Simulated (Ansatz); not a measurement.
## Sn (I4/mmm), zone-centre modes

Computed with DFT PBEsol, scalar-relativistic, plane waves, PAW (Ansatz). Settings: plane waves to 420 eV, k-mesh 22×22×22 (Γ-centred), Gaussian smearing 0.15 eV. No spin polarisation.

The undisturbed cell (relaxed at this level; this form isn't the usual structure):

```
Sn
1.0
     0.00000   -3.23465    0.00000
     1.61733   -1.61733   -2.53388
     4.85198   -1.61733    2.53388
Sn
2
Direct
  0.50000 0.50000 0.50000
  0.00000 0.00000 0.00000
```

Harmonic modes by finite displacements of 0.02 Å, without the LO–TO term. The cell doubles the primitive one, so its zone centre also holds the primitive cell's point q = (0, 1/2, 0).

Problem. At this geometry, is the structure stable against these modes?

Solution. Yes: no mode is imaginary beyond 10 cm⁻¹, and only the three translations lie near zero.

Problem. List the wavenumbers in cm⁻¹.

Solution. 0, 0, 0, 19, 30, 107.

Cost: 1 run of about 12 core-minutes, on Intel Xeon Processor @ 2.70GHz (shared hosts).